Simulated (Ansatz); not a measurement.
Crystal: Si2W.

```
CELL_PARAMETERS angstrom
-1.60690 1.60690 3.91495
1.60690 -1.60690 3.91495
1.60690 1.60690 -3.91495
ATOMIC_POSITIONS crystal
W 0.00000 0.00000 0.00000
Si 0.66530 0.66530 0.00000
Si 0.33470 0.33470 0.00000
```

- Program: Ansatz 0.2.0
- Task: relaxation of cell and atoms
- Functional: PBEsol
- Potentials or basis: Ansatz PAW
- Cutoff: 420 eV (not typed: the program's choice for these potentials)
- k mesh: 12 × 12 × 12
- Occupations: fermi-dirac, width 0.05 eV
- Spin: no spin polarisation
- Hubbard terms: W d U = 4 eV

At the start: volume 13.48 Å³/atom.

How do energy, volume and symmetry change on relaxing?

It ends after 5 steps and the volume is 13.34 Å³/atom (-1.1 %); space group I4/mmm (No. 139, to 0.05 Å).

Step by step:
| step | energy change (eV) | largest force (eV/Å) | volume (Å³) |
| --- | --- | --- | --- |
| 1 | 0.0000 | 0.2268 | 40.44 |
| 2 | -0.0056 | 0.0006 | 39.82 |
| 3 | -0.0062 | 0.0065 | 40.01 |
| 4 | -0.0062 | 0.0035 | 40.01 |
| 5 | -0.0061 | 0.0034 | 40.01 |

Final structure:
```cif
data_structure
_symmetry_space_group_name_H-M 'P 1'
_symmetry_Int_Tables_number 1
_cell_length_a 4.5066
_cell_length_b 4.5066
_cell_length_c 4.5066
_cell_angle_alpha 138.344
_cell_angle_beta 138.344
_cell_angle_gamma 60.377
_cell_volume 40.01
loop_
_atom_site_label
_atom_site_type_symbol
_atom_site_fract_x
_atom_site_fract_y
_atom_site_fract_z
_atom_site_occupancy
W1 W 0.00000 0.00000 0.00000 1
Si1 Si 0.66408 0.66408 0.00000 1
Si2 Si 0.33592 0.33592 0.00000 1
```

Caveat: the plane-wave basis is chosen anew once the cell has moved, so the energies of steps on either side of that aren't comparable; U without spin polarisation on a metal has little footing; the PAW data sets come from PBE, with cores solved anew for the run's functional, which leaves a small shift of forces and pressure; the U is typed as a test and isn't derived for this compound.
